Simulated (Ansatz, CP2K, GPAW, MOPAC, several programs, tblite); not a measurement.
**Many methods on one cell: AgI (F-43m)**

AgI (started from an entry of an open crystallographic database), relaxed with r2SCAN in Ansatz, was computed with several methods. Space group F-43m (No. 216), cubic; conventional cell a = 6.577 Å, 35.57 Å³ an atom. Around Ag lie 4 I at 2.85 Å; around I lie 4 Ag at 2.85 Å. No spin polarisation and no zero-point or thermal motion.

```xyz
2
Lattice="0.0000 3.2886 3.2886 3.2886 0.0000 3.2886 3.2886 3.2886 0.0000" Properties=species:S:1:pos:R:3 pbc="T T T"
Ag    0.0000    0.0000    0.0000
I     1.6443    1.6443    1.6443
```

Gaps and times are for a single point on this cell; volume and bulk modulus come from each method's own relaxation or energy curve at fixed shape. Times are rough, from shared hosts (Arm Neoverse N1), and each method has its own mesh and cell size. PM6 (MOPAC): levels, charges or heat of formation failed a check of plausibility, so no values are given. The energy curve of PM7 (MOPAC) is jagged, so its SCF state, and with it the gap, is in doubt. PM6 (MOPAC), PM7 (MOPAC), GFN1-xTB (tblite), GFN2-xTB (tblite) treat a cluster of cells at its zone centre, which samples few k points: where these miss a band edge, the gap comes out too large for that reason alone. Gaps from k meshes are read at a limited set of points (mesh, symmetry points, PBE's band edges), so each method's own least gap may be somewhat smaller. xTB and the PM methods were fitted mostly to molecules, and can miss a solid's gap by electronvolts. Minimal bases can be far off for gaps. GLLB-SC's gap includes the derivative discontinuity. d marks a direct gap, i an indirect one (no mark: not told apart), a dash a value that wasn't computed or didn't pass its checks.

```
                              method              kind  gap (eV)  own volume (Å³/atom)  bulk modulus (GPa)  atoms computed  processor time
light PBE (260 eV and a coarse mesh)  light plane-wave    1.33 d                     –                   –               2             2 s
                   GFN1-xTB (tblite)     tight binding      2.66                 36.02                  42              64           3.8 s
                                 PBE         semilocal    1.34 d                 36.46                  26               2           5.8 s
                   GFN2-xTB (tblite)     tight binding      5.39                 37.59                  35              64           6.4 s
                      PBE/SZV (CP2K)       small basis    1.70 d                     –                   –               2            10 s
              PBE/single zeta (GPAW)       small basis    1.10 d                     –                   –               2            11 s
                              r2SCAN         semilocal    1.82 d                 35.57                  29               2            15 s
                      GLLB-SC (GPAW)   model potential      2.53                     –                   –               2            22 s
                     PBE/DZVP (CP2K)       small basis    1.39 d                 37.46                  25               2            29 s
                         PM7 (MOPAC)    semi-empirical      8.77                     –                   –              64            30 s
                         PM6 (MOPAC)    semi-empirical         –                     –                   –              64            89 s
```

Against r2SCAN (1.82 eV) and with closed or daggered gaps left aside, the nearest gap at the points sampled is that of PBE/SZV (CP2K) (-0.12 eV) and the farthest that of PM7 (MOPAC) (+6.95 eV). r2SCAN is only a yardstick of convenience: semilocal gaps usually lie below measured ones, which GLLB-SC and hybrids aim to mend.

Volumes against r2SCAN's: GFN1-xTB (tblite) +1.3 %, PBE +2.5 %, GFN2-xTB (tblite) +5.7 %, PBE/DZVP (CP2K) +5.3 %.

Spin-orbit coupling is left out, which matters wherever the heavy atoms make up the band edges.
